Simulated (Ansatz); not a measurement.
Crystal: BAs.

```
As B
1.0
     0.00000    2.38850    2.38850
     2.38850    0.00000    2.38850
     2.38850    2.38850    0.00000
As B
1 1
Direct
  0.75000 0.75000 0.75000
  0.00000 0.00000 0.00000
```

```yaml
Program: Ansatz 0.2.0
Task: relaxation of cell and atoms
Functional: revPBE
Dispersion: D3(BJ)
Potentials_or_basis: Ansatz PAW
Cutoff: "420 eV (not typed: the program's choice for these potentials)"
k_mesh: 10 × 10 × 10
Occupations: fermi-dirac, width 0.05 eV
Spin: no spin polarisation
```

At the start: volume 13.63 Å³/atom.

**Question.** Where does the relaxation end?

**Answer.** It ends after 4 steps and the volume is 13.33 Å³/atom (-2.2 %); space group F-43m (No. 216, to 0.05 Å).

The path:
```
step  energy change (eV)  largest force (eV/Å)  volume (Å³)
   1              0.0000                0.0000        27.25
   2             -0.0053                0.0000        26.83
   3             -0.0059                0.0000        26.66
   4             -0.0055                0.0000        26.66
```

Final structure:
```yaml
crystal:
  lattice:
    - [0.00000, 2.37109, 2.37109]
    - [2.37109, 0.00000, 2.37109]
    - [2.37109, 2.37109, 0.00000]
  atoms:
    - { symbol: As, position: [0.75000, 0.75000, 0.75000] }
    - { symbol: B, position: [0.00000, 0.00000, 0.00000] }
```

Caveat: the plane-wave basis is chosen anew once the cell has moved, so the energies of steps on either side of that aren't comparable; the PAW data sets come from PBE, with cores solved anew for the run's functional, which leaves a small shift of forces and pressure.
